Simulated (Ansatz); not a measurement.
The following input was run with Ansatz 0.2.0.

```yaml
crystal:
  lattice:
    - [-2.3357642056, 2.3357642056, 1.5362072732]
    - [2.264887775, -2.264887775, 1.2833241306]
    - [2.6203288821, 2.5494524515, -1.4097657019]
  atoms:
    - { symbol: Si, position: [0.2276361525, 0.7276361525, 0.455272305] }
    - { symbol: Si, position: [0.5223638475, 0.5223638475, 0.044727695] }
basis:
  ecutwfc: 420
kpoints:
  mp_grid: { grid: [16, 16, 16] }
hamiltonian:
  xc: pbesol
scf:
  occupations: { method: gaussian, width: 0.1 }
output:
  forces: true
  stress: true
  eigenvalues: true
```

Run as
```bash
ansatz run input.yaml --threads 1 --pin off --max-ram 1331MiB --backend cpu --events-out ev --progress --plain --runs-dir out
```

The calculation used Ansatz 0.2.0, DFT PBEsol, scalar-relativistic, plane waves, PAW.

Part of what the program printed, abridged:

```
Pseudopotentials: kind: paw
Pseudopotential: Si, paw, valence charge 4, recommended cutoff 420 eV (normal)
Functional definition: PBEsol
Crystal: 2 atoms, lattice volume = 33.484 Å³
Basis set: ecut = 420 eV, 663 PW (Γ), exchange–correlation on 50×48×54 points (8 copies of the dense FFT grid, shifted against one another)
Bands: 8, of which v1, the nominal top of the filled ones, is band 4 counted from 1 (3 counted from 0)
Symmetry: 4 space group operations
Space group: C2/c (ITA 15), of the structure as read, at distance tolerance 3.2e-5 Å
k-points: 1098 of 4096
Initial density: superposition of atomic densities (neutral atoms: chi_scale 0, normalization atom), corrected by the library's trained network
Initial wavefunctions: pseudopotential atomic-orbital guess
Functional: x = pbesol(κ = 0.804, μ = 0.12345679), c = pbesol(β = 0.046)
SCF iter   1: F=—  HF=-1242.217303 eV  |F-HF|=—  |Δ(HF+E_count)|=         —  Δρ=2.14e-3  dr2=9.73e-4  ethr=1.77e-3  ⟨swp⟩=5.1  Hψ=71638  notcnv=0
SCF iter   2: F=—  HF=-1242.217429 eV  |F-HF|=—  |Δ(HF+E_count)|=   1.26e-4  Δρ=1.26e-3  dr2=3.78e-4  ethr=1.22e-5  ⟨swp⟩=1.8  Hψ=19013  notcnv=0
SCF iter   3: F=—  HF=-1242.217469 eV  |F-HF|=—  |Δ(HF+E_count)|=   4.04e-5  Δρ=3.08e-4  dr2=7.53e-5  ethr=4.72e-6  ⟨swp⟩=2.2  Hψ=12238  notcnv=0
SCF iter   4: F=—  HF=-1242.217445 eV  |F-HF|=—  |Δ(HF+E_count)|=   2.41e-5  Δρ=8.46e-5  dr2=4.04e-6  ethr=9.42e-7  ⟨swp⟩=1.9  Hψ=11467  notcnv=0
SCF iter   5: F=—  HF=-1242.217445 eV  |F-HF|=—  |Δ(HF+E_count)|=   6.10e-7  Δρ=2.06e-5  dr2=2.29e-7  ethr=5.04e-8  ⟨swp⟩=2.3  Hψ=12050  notcnv=0
SCF iter   6: F=-1242.217445 eV  HF=-1242.217445 eV  |F-HF|=2.26e-8  |Δ(HF+E_count)|=   3.91e-8  Δρ=7.27e-6  dr2=3.14e-8  ethr=1.25e-9  ⟨swp⟩=4.7  Hψ=33378  notcnv=0
SCF 1 converged in 6 iterations: F = -1242.217445 eV  dr2 = 3.14e-8
SCF converged after 6 iterations
Free energy (F): -1242.217445 eV
Harris-Foulkes:  -1242.217445 eV  (|F-HF|=2.26e-8)
Internal energy: -1242.212977 eV  (E = F + TS)
E sigma→0 (E₀):  -1242.215211 eV
Entropy (-TS):   -0.004467 eV (-2.234 meV/atom)
Fermi energy:    8.483243 eV
--- Per-component energies (eV) ---
  E_band       = 25.800840
  E_kinetic    = 79.381747
  E_local      = -15.514209  (includes V_loc(G=0)·N_el)
  E_nonlocal   = 51.094877
  E_hartree    = 4.420377
  E_xc         = -109.640793
  E_vxc        = -93.965536  (∫ρ·V_xc dr)
  E_paw        = -996.910698  (= ΣΔE_a)
  E_vpaw       = -4.036445  (= ΣTr[D̂ρ^β])
  E_aug_tail   = 0.000013  (compensation charges beyond the density's cutoff)
  E_ewald      = -255.107413
  E_core_change = 0.063121  (= ΣΔE_core)
  E_smearing   = -0.004467  (= −TS)
--- Forces (eV/Å), atoms counted from 1 ---
  atom   1  Si     0.75934963     0.75934963     0.00000000
  atom   2  Si    -0.75934963    -0.75934963     0.00000000
--- Stress (GPa, compression-positive) ---
       -3.224346      -6.059827       0.098246
       -6.059827      -3.224346      -0.098246
        0.098246      -0.098246      -8.479583
  P = ⅓ Tr σ = -4.9761 GPa (-49.761 kbar)
--- Band table (eV; the first three rows and the last of 1098) ---
  k-point 0: bands = ["-4.6680", "5.5640", "6.1900", "7.3456", "10.7290", "14.8222", "16.1420", "16.6637"]
  k-point 1: bands = ["-4.6291", "4.6873", "7.0829", "7.3767", "10.8142", "14.6465", "16.0510", "16.6162"]
  k-point 2: bands = ["-4.5130", "3.6054", "7.4690", "8.1859", "11.0921", "14.2024", "15.7480", "16.6068"]
  k-point 1097: bands = ["0.2519", "0.2519", "2.8160", "2.8160", "12.7989", "12.7989", "19.8694", "19.8694"]
```

The calculation finished and met its thresholds.